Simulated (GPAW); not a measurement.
A run of GPAW 26.7.0:

run.py

```python
from ase.dft.bandgap import bandgap
from ase.io import read, write
from ase.units import GPa
from gpaw import GPAW, PW

atoms = read('ZrC.xyz')

calc = GPAW(mode=PW(800),
            xc='PBE',
            kpts={'size': (9, 9, 5), 'gamma': True},
            occupations={'name': 'fermi-dirac', 'width': 0.05},
            nbands=31,
            convergence={'density': 1e-05, 'energy': 1e-05},
            maxiter=150,
            txt='gpaw.txt')
atoms.calc = calc
energy = atoms.get_potential_energy()
forces = atoms.get_forces()
stress = atoms.get_stress()
calc.write('gs.gpw')
write('result.traj', atoms)
print(f'Energy: {energy:.6f} eV')
print('Forces (eV/A):')
print(forces.round(4))
print('Stress (GPa):', (stress / GPa).round(3))
print('Fermi level:', round(calc.get_fermi_level(), 4), 'eV')
print(f'Gap: {bandgap(calc)[0]:.4f} eV, direct: {bandgap(calc, direct=True)[0]:.4f} eV')
```

Contents of ZrC.xyz:

```xyz
4
Lattice="3.3914762718 0.0000000000 0.0000000000 -1.6957381359 2.9371046077 0.0000000000 0.0000000000 0.0000000000 5.2900530000" Properties=species:S:1:pos:R:3 pbc="T T T"
Zr     1.6564258387      0.9873811415      3.9451998562
Zr     0.0430395296      2.0015692367      1.3404200794
C     -0.0216952737     -0.0251709865      2.6504805446
C      0.0219869407     -0.0268980040     -0.0128495387
```

Potentials or basis: GPAW PAW data sets (gpaw-data 1.2.1), pw.

The run is started by

```sh
$ OMP_NUM_THREADS=1 python run.py
```

Hardware: 1 thread of Arm Neoverse V1, on a shared host.

Question: How long does it take, and how much memory?

Answer: Wall time 6.7 min on 1 thread of Arm Neoverse V1, with other jobs on the host, peak memory 0.56 GiB. Counts: scf iterations 12, plane waves 2730, bands 31, k points 203.
